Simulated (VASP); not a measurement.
Runs of VASP 6.6.1 on Ni. It takes space group Fm-3m (No. 225, cubic). The conventional cell has a = 3.475 Å, b = 3.475 Å, c = 3.475 Å, α = 90.00°, β = 90.00°, γ = 90.00°. Around Ni (site symmetry m-3m) lie 12 Ni at 2.46 Å. 

```csv
task,level,potentials or basis,U,cell,cutoff (eV),smearing,LDAUTYPE,hund's J,other keys,gap on the mesh (eV),pressure (GPa),moment (μB)
optical spectrum,PBE+D3+U,"VASP PAW PBE potentials, release 64 (Ni)","Ni d U = 8 eV, J = 0.9 eV",as given,520,tetrahedron,1,0.9,NBANDS = 9,none,-12.7,0.78
single point,LDA,"VASP PAW LDA potentials, release 54 (Ni)",-,as given,520,gaussian 0.02 eV,-,-,-,none,-10.3,(a)
single point,PBE,"VASP PAW PBE potentials, release 64 (Ni)",-,cell strained at random at fixed volume,520,fermi-dirac 0.05 eV,-,-,-,none,8.0,0.62
single point,RPBE,"VASP PAW PBE potentials, release 64 (Ni_GW)",-,as given,550,gaussian 0.02 eV,-,-,-,none,12.5,(b)
single point,RPBE,"VASP PAW PBE potentials, release 64 (Ni)",-,as given,520,gaussian 0.05 eV,-,-,-,none,13.9,0.62
```

Alike in all rows: spin collinear, ferromagnetic start; k mesh 13 × 13 × 13.

Question: Fill in the values left out.

Answer: (a) 0.61; (b) 0.64.

Caveats: the PAW data sets were made with another functional, which shifts forces and pressure a little (some runs); pairwise dispersion overbinds metals, which lowers pressure and volume (some runs); the U is typed as a test and isn't derived for this compound (some runs); tetrahedron occupations give inexact forces and stress in metals (some runs).

A gap of «none» marks a metal or a gap under the smearing width.
